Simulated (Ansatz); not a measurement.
MoS$_{2}$, DFT, LDA, PAW with Ansatz's default frozen-core files, scalar-relativistic (Ansatz 0.2.0), run on 1 thread of AMD EPYC 9R45 96-Core Processor (Zen 5) on a shared host.

The geometry is COD entry 9007661, unchecked; take it as a test cell. The listed cell was then made from it by scaling, straining or moving an atom.

Command: `ansatz run input.yaml --threads 1 --pin off --max-ram 4096MiB --backend cpu --events-out ev --progress --plain --runs-dir out`

```yaml
crystal:
  lattice:
    - [1.5815003568, 0.9130796567, 6.0008634]
    - [-1.5815003568, 0.9130796567, 6.0008634]
    - [0.0, -1.8261593134, 6.0008634]
  atoms:
    - { symbol: Mo, position: [0.0, 0.0, 0.0] }
    - { symbol: S, position: [0.7484, 0.7484, 0.7484] }
    - { symbol: S, position: [0.5849, 0.5849, 0.5849] }
kpoints:
  mp_grid: { grid: [15, 15, 15] }
scf:
  occupations: { method: fermi_dirac, width: 0.05 }
hamiltonian:
  xc: lda
  pseudopotentials: { kind: paw }
output:
  forces: true
  stress: true
  eigenvalues: true
  efg: { contact_densities: true }
  write_density: true
  write_potential: true
  elf: true
  volumetric_format: npy
```

**Question.** How large is the problem that the program sets up?

**Answer.** 344 irreducible k-points, 999 plane waves at Γ, 17 bands.

**Question.** Estimate the wall time and the peak memory.

**Answer.** 13 s of wall time for 8 SCF iterations, with a peak of 0.65 GiB. Times on shared machines scatter by tens of per cent.

**Question.** And the same cell and mesh by crystal-made all-electron datasets, asked for forces, stress, eigenvalues, efg, on the same hardware?

**Answer.** 39 s, peak memory 1.7 GiB.
